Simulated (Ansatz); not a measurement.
Runs of Ansatz 0.2.0 on Be. It takes space group Fm-3m (No. 225, cubic). The conventional cell has a = 3.158 Å, b = 3.158 Å, c = 3.158 Å, α = 90.00°, β = 90.00°, γ = 90.00°. Be (site symmetry m-3m) is surrounded by 12 Be at 2.23 Å. The cell was built by a generator and needn't be a form met in nature.

```tsv
task	level	cell	cutoff (eV)	target pressure (GPa)	points for each segment of the path	gap on the mesh (eV)	pressure (GPa)	relaxed volume (Å³/atom)
relaxation of cell and atoms	revPBE	relaxed	420	-	-	none	0.0	(b)
relaxation of cell and atoms	PBEsol	relaxed to 20 GPa	420	20	-	none	20.0	-
relaxation of cell and atoms	PBEsol	relaxed to 2 GPa	420	2	-	none	2.0	-
band structure	r2SCAN	as given	500	-	14	none	0.0	-
relaxation of cell and atoms	PBEsol	relaxed to 5 GPa	420	5	-	none	5.0	-
band structure	BLYP	as given	420	-	14	none	0.1	-
relaxation of cell and atoms	PBEsol	relaxed to 10 GPa	420	10	-	none	10.0	-
band structure	revPBE	as given	420	-	14	none	(a)	-
band structure	LDA	as given	420	-	14	none	-6.0	-
relaxation of cell and atoms	PBEsol	relaxed	420	-	-	none	0.0	7.79
band structure	RPBE	as given	420	-	14	none	3.1	-
relaxation of cell and atoms	PBEsol	relaxed to 30 GPa	420	30	-	none	30.0	-
```

Alike in all rows: potentials or basis Ansatz PAW; no spin polarisation; k mesh 14 × 14 × 14; smearing fermi-dirac 0.05 eV.

Task: Estimate the missing entries.

Result: (a) 2.6; (b) 8.04.

Caveats: the PAW data sets come from PBE, with cores solved anew for the run's functional, which leaves a small shift of forces and pressure; the plane-wave basis is chosen anew once the cell has moved, so the energies of steps on either side of that aren't comparable (some runs); the volume moved by over 15 % at a fixed basis, so the end points are rough (some runs).

A gap of «none» marks a metal or a gap under the smearing width.

Runs at the PBE level aren't shown here.
